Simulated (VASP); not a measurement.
# C: convergence, relaxation of the cell

C, Fd-3m (no. 227), 2 atoms in the cell. RSCAN; PAW potentials C (PBE set). VASP 6.6.1. The cell is changed on purpose: volume scaled by 1.06.

Wanted: cell volume within 0.05 %; lattice lengths within 0.03 %; shortest distances from each atom, periodic images included within 0.002 Å.

What the run is for: cell; Accuracy asked: tight.

The series start from Plane-wave cutoff (eV): 600; k-point mesh: 8 × 8 × 8; Relaxation passes: 2; Ionic threshold (EDIFFG): -0.005; Electronic threshold (eV): 1e-6; Precision mode (PREC): Accurate; Relaxation algorithm: IBRION=2 POTIM=0.5. Each series keeps the choices made before it, and each single choice may use up half of a tolerance. Times cover all steps of a run.

## Plane-wave cutoff (eV)

| Plane-wave cutoff (eV) | Cell volume (Å³) | Lattice lengths, largest deviation against the largest value | Shortest distances from each atom, periodic images included, largest deviation (Å) | Time (s) |
|---|---|---|---|---|
| 400 | 11.17 | 0.22 % | 0.0033 | 32 |
| 460 | 11.25 | 0.021 % | 0.0003 | 40 |
| 520 | 11.26 | 0.036 % | 0.0006 | 45 |
| 600 | 11.24 | 0.018 % | 0.0003 | 45 |
| 700 | 11.23 | 0.03 % | 0.0005 | 42 |
| 840 (reference) | 11.24 | 0 % | 0.0000 | 46 |

## k-point mesh

| k-point mesh | Cell volume (Å³) | Lattice lengths, largest deviation against the largest value | Shortest distances from each atom, periodic images included, largest deviation (Å) | Time (s) |
|---|---|---|---|---|
| 4 × 4 × 4 | 11.27 | 0.084 % | 0.0013 | 27 |
| 5 × 5 × 5 | 11.25 | 0.023 % | 0.0003 | 30 |
| 7 × 7 × 7 | 11.25 | 0.0044 % | 0.0001 | 36 |
| 8 × 8 × 8 | 11.24 | 0.0032 % | 0.0000 | 46 |
| 10 × 10 × 10 | 11.24 | 0 % | 0.0000 | 60 |
| 13 × 13 × 13 (reference) | 11.24 | 0 % | 0.0000 | 88 |

## Relaxation passes

| Relaxation passes | Cell volume (Å³) | Lattice lengths, largest deviation against the largest value | Shortest distances from each atom, periodic images included, largest deviation (Å) | Time (s) |
|---|---|---|---|---|
| 1 | 11.25 | 0 % | 0.0000 | 30 |
| 2 | 11.25 | 0 % | 0.0000 | 36 |
| 3 (reference) | 11.25 | 0 % | 0.0000 | 45 |

## Ionic threshold (EDIFFG)

| Ionic threshold (EDIFFG) | Cell volume (Å³) | Lattice lengths, largest deviation against the largest value | Shortest distances from each atom, periodic images included, largest deviation (Å) | Time (s) |
|---|---|---|---|---|
| -0.05 | 11.26 | 0.044 % | 0.0007 | 24 |
| -0.02 | 11.26 | 0.044 % | 0.0007 | 25 |
| -0.01 | 11.25 | 0 % | 0.0000 | 28 |
| -0.005 | 11.25 | 0 % | 0.0000 | 30 |
| -0.002 (reference) | 11.25 | 0 % | 0.0000 | 29 |

## Electronic threshold (eV)

| Electronic threshold (eV) | Cell volume (Å³) | Lattice lengths, largest deviation against the largest value | Shortest distances from each atom, periodic images included, largest deviation (Å) | Time (s) |
|---|---|---|---|---|
| 0.0001 | 11.24 | 0.0064 % | 0.0001 | 24 |
| 1e-5 | 11.25 | 0.0008 % | 0.0000 | 27 |
| 1e-6 | 11.25 | 0.0008 % | 0.0000 | 28 |
| 1e-7 (reference) | 11.25 | 0 % | 0.0000 | 35 |

## Precision mode (PREC)

| Precision mode (PREC) | Cell volume (Å³) | Lattice lengths, largest deviation against the largest value | Shortest distances from each atom, periodic images included, largest deviation (Å) | Time (s) |
|---|---|---|---|---|
| Normal | 11.24 | 0.0004 % | 0.0000 | 20 |
| Accurate (reference) | 11.24 | 0 % | 0.0000 | 24 |

## Relaxation algorithm

| Relaxation algorithm | Cell volume (Å³) | Lattice lengths, largest deviation against the largest value | Shortest distances from each atom, periodic images included, largest deviation (Å) | Time (s) |
|---|---|---|---|---|
| IBRION=2 POTIM=0.5 | 11.24 | 0 % | 0.0000 | 20 |
| IBRION=2 POTIM=0.2 | 11.25 | 0.025 % | 0.0004 | 17 |
| IBRION=1 POTIM=0.5 | 11.25 | 0.017 % | 0.0003 | 20 |
| IBRION=1 POTIM=0.2 | 11.24 | 0.0024 % | 0.0000 | 18 |

## Question

The rows run from the loosest to the tightest (no order: relaxation algorithm). For each series: choose the loosest value from which every tighter one stays within half of the tolerance; where there is no order, keep the first row unless others stay within half of the tolerance and take at least 30 % less time, and then take the fastest.

## Answer

- Plane-wave cutoff (eV): 840, the tightest run, since the next looser one is off by more than half of the tolerance (convergence isn't shown beyond it)
- k-point mesh: 7 × 7 × 7
- Relaxation passes: 1
- Ionic threshold (EDIFFG): -0.01
- Electronic threshold (eV): 0.0001
- Precision mode (PREC): Normal
- Relaxation algorithm: IBRION=2 POTIM=0.5

## All choices together

| Input | Cell volume (Å³) | Lattice lengths, largest deviation against the largest value | Shortest distances from each atom, periodic images included, largest deviation (Å) | Time (s) |
|---|---|---|---|---|
| the program's defaults (naive) | 11.18 | 0.19 % | 0.0030 | 5.0 |
| chosen settings | 11.24 | 0 % | 0.0000 | 20 |
| reference settings throughout | 11.24 | 0 % | 0.0000 | 142 |

The chosen settings stay within the tolerance of the reference run, but the reference itself isn't shown to be converged in: Plane-wave cutoff (eV).

Values of the reference run: Lattice lengths: 2.515, 2.515, 2.515 Å; Shortest distances from each atom, periodic images included: 1.54, 1.54, 1.54, 1.54, 1.54, 1.54, 1.54, 1.54 Å.

## The input

INCAR.step1:
```
SYSTEM = C
METAGGA = RSCAN ; ISMEAR = 0
SIGMA = 0.03 ; LWAVE = .False.
LCHARG = .False. ; NSW = 80
PREC = Normal ; LASPH = .True.
LREAL = .False. ; ALGO = Normal
EDIFF = 1E-4 ; NELM = 120
GGA_COMPAT = .False. ; IBRION = 2
ISIF = 3 ; EDIFFG = -0.01
NELMIN = 4 ; ENCUT = 840
EFERMI = MIDGAP ; LMIXTAU = .True.
POTIM = 0.5
```

INCAR.step2, as INCAR.step1 but for:
```
- NSW = 80
- IBRION = 2
- ISIF = 3
- EDIFFG = -0.01
- NELMIN = 4
- POTIM = 0.5
+ ISIF = 2
```

KPOINTS:
```
Automatic mesh
0
Gamma
  7 7 7
  0 0 0
```

POSCAR.step1:
```
C
1.0
    0.0000000000      1.8183469191      1.8183469191
    1.8183469191      0.0000000000      1.8183469191
    1.8183469191      1.8183469191      0.0000000000
C
2
Direct
    0.7500000000      0.7500000000      0.7500000000
    0.5000000000      0.5000000000      0.5000000000
```

Commands (each step's output is kept before the next begins):
```
cat potpaw_PBE.64/C/POTCAR > POTCAR
cp INCAR.step1 INCAR
cp POSCAR.step1 POSCAR
mpirun -np 1 vasp_std > vasp.out
cp CONTCAR POSCAR
cp INCAR.step2 INCAR
mpirun -np 1 vasp_std > vasp.out
```

The chosen input took VASP 6.6.1 20 s on 1 core (Intel Xeon 6975P-C (Granite Rapids)), a shared host.

## An input that fails: too few ionic steps

It gives no converged result.

Changes against the starting input:
```
- NSW = 80
- NELM = 120
+ NSW = 2
+ NELM = 76
```
